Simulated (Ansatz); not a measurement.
## Co under changes of volume

One of the cells (10.640 Å³/atom); the others are scaled copies at fixed shape and fractional positions:

```
Co
1.0
     2.47200    0.00000    0.00000
    -1.23600    2.14081    0.00000
     0.00000    0.00000    4.02114
Co
2
Direct
  0.66667 0.33333 0.75000
  0.33333 0.66667 0.25000
```

| Property | Result |
| --- | --- |
| Program | Ansatz 0.2.0 |
| Functional | LDA |
| Potentials or basis | JTH PAW LDA |
| Cutoff | 1320 eV |
| Density cutoff | 6600 eV |
| k mesh | 12 × 12 × 7 |
| Occupations | fermi-dirac, width 0.05 eV |
| Spin | collinear spin, ferromagnetic start |
| Starting moments | [2.0, 2.0] μB |

```csv
volume (Å³/atom),energy over the lowest point (meV/atom),pressure (GPa),moment (μB per cell)
10.002,0.00,0.4,2.98
10.215,3.44,-5.2,3.00
10.427,?,?,?
10.640,30.20,-14.1,3.09
10.853,51.42,-17.7,3.14
11.066,77.05,-20.9,3.19
11.279,106.68,-23.7,3.24
```

Question: What does the run at 10.427 Å³/atom give?

Answer: Energy over the lowest point 13.90 meV/atom; pressure -10.0 GPa; moment 3.04 μB per cell.

Worked out: A Birch-Murnaghan fit of order 3 (a polynomial in V^(-2/3)) to the other rows has its minimum at 10.01 Å³/atom with B0 = V·E''(V) = 277 GPa and B' = 5.8 at fixed shape and positions, which overstates the stiffness. It gives 13.84 meV/atom at 10.427 Å³/atom, against the run's 13.90, and -dE/dV = -10.1 GPa, against -10.0. A parabola through the other rows of the moment, of slope 0.19 μB per Å³/atom there, gives 3.05 μB, against the run's 3.04.

Energies are extrapolated to zero smearing.
